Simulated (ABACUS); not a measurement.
## Sc in ABACUS: the effect of functional

Sc:

```
CELL_PARAMETERS angstrom
3.37390 0.00000 0.00000
-1.68695 2.92188 0.00000
0.00000 0.00000 5.37672
ATOMIC_POSITIONS crystal
Sc 0.66667 0.33333 0.75000
Sc 0.33333 0.66667 0.25000
```

The cell isn't the ideal one: volume scaled by 1.06.

Alike in all runs:

```yaml
Program: ABACUS 3.10.1
Task: equation of state
Potentials_or_basis: SG15 ONCV 1.2 PBE
Cutoff: 1075 eV
Density_cutoff: 4299 eV
Basis: plane waves
k_mesh: 6 × 6 × 4
Occupations: fermi-dirac, width 0.05 eV
Spin: no spin polarisation
```

```tsv
functional	pressure (GPa)
LDA	?
PBE	-3.5
PBEsol	-5.3
RPBE	-1.6
revPBE	-2.1
TPSS	-3.7
r2SCAN	-3.0
```

Q: What does the run with functional LDA give?

A: Pressure -7.5 GPa.

Caveats: the potentials were made for another functional, which shifts forces and pressure (some runs).
